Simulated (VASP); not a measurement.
Here is a VASP 6.6.1 calculation.

File INCAR:

```
PREC     = Accurate       # precision mode
ENCUT    = 520            # plane-wave cutoff, eV
EDIFF    = 1E-6           # SCF threshold, eV
ISMEAR   = -5             # smearing method
SIGMA    = 0.1            # smearing width, eV
LREAL    = F              # projectors in reciprocal space
LASPH    = T              # aspherical terms in the spheres
NELM     = 150            # most SCF steps
ALGO     = Normal         # electronic algorithm
ISIF     = 2              # what is computed and relaxed
LWAVE    = F              # write WAVECAR
LCHARG   = F              # write CHGCAR
ISPIN    = 2              # spin polarisation
MAGMOM   = 2.5 -2.5       # initial moments
LORBIT   = 11             # projections on sites
LMAXMIX  = 4              # l up to which the mixer works
METAGGA  = R2SCAN         # meta-GGA
LMIXTAU  = T            
NBANDS   = 19             # bands
AMIX     = 0.2          
BMIX     = 1E-4         
AMIX_MAG = 0.8          
BMIX_MAG = 1E-4         
NEDOS    = 1001           # points of the DOS
```

KPOINTS

```
regular mesh
0
Gamma
  14 14 14
```

POSCAR

```
Fe                                      
1.0
    2.8860000000      0.0000000000      0.0000000000
    0.0000000000      2.8860000000      0.0000000000
    0.0000000000      0.0000000000      2.8860000000
  Fe            
     2
Direct
     0.0000000000000000    0.0000000000000000    0.0000000000000000
     0.5000000000000000    0.5000000000000000    0.5000000000000000
```

Potentials or basis: VASP PAW PBE potentials, release 64 (Fe).

Command:

```console
$ cat potpaw_PBE.64/Fe/POTCAR > POTCAR
$ mpirun -np 1 vasp_std > vasp.out
```

Problem. Predict the band gap on the k mesh.

Solution. None (metal or under the smearing width).

Problem. Predict the pressure.

Solution. 0.1 GPa.

Problem. Estimate the net moment.

Solution. 0.00 μB per cell.

States per cell in windows of 1 eV (zero at the Fermi level; states under -8 eV left out):
```
from (eV)    up  down  Fe1_d_up  Fe2_d_down  Fe1_d_down  Fe2_d_up  Fe1_p_up  Fe2_p_down
     -8.0  0.11  0.11      0.00        0.00        0.00      0.00      0.01        0.01
     -7.0  0.18  0.18      0.02        0.02        0.01      0.01      0.01        0.01
     -6.0  0.56  0.56      0.23        0.23        0.05      0.05      0.02        0.02
     -5.0  1.69  1.69      1.15        1.15        0.14      0.14      0.05        0.05
     -4.0  2.44  2.44      1.91        1.91        0.25      0.25      0.04        0.04
     -3.0  0.91  0.91      0.58        0.58        0.13      0.13      0.06        0.06
     -2.0  0.61  0.61      0.22        0.22        0.22      0.22      0.05        0.05
     -1.0  1.54  1.54      0.26        0.26        0.98      0.98      0.09        0.09
      0.0  2.03  2.03      0.24        0.24        1.64      1.64      0.03        0.03
      1.0  0.82  0.82      0.10        0.10        0.65      0.65      0.01        0.01
      2.0  0.41  0.41      0.03        0.03        0.27      0.27      0.03        0.03
      3.0  0.30  0.30      0.03        0.03        0.14      0.14      0.04        0.04
      4.0  0.22  0.22      0.03        0.03        0.08      0.08      0.04        0.04
      5.0  0.14  0.14      0.02        0.02        0.04      0.04      0.03        0.03
      6.0  0.06  0.06      0.01        0.01        0.01      0.01      0.01        0.01
      7.0  0.39  0.39      0.06        0.06        0.10      0.10      0.04        0.04
```

Caveat: the PAW data sets were made with another functional, which shifts forces and pressure a little; tetrahedron occupations give inexact forces and stress in metals.
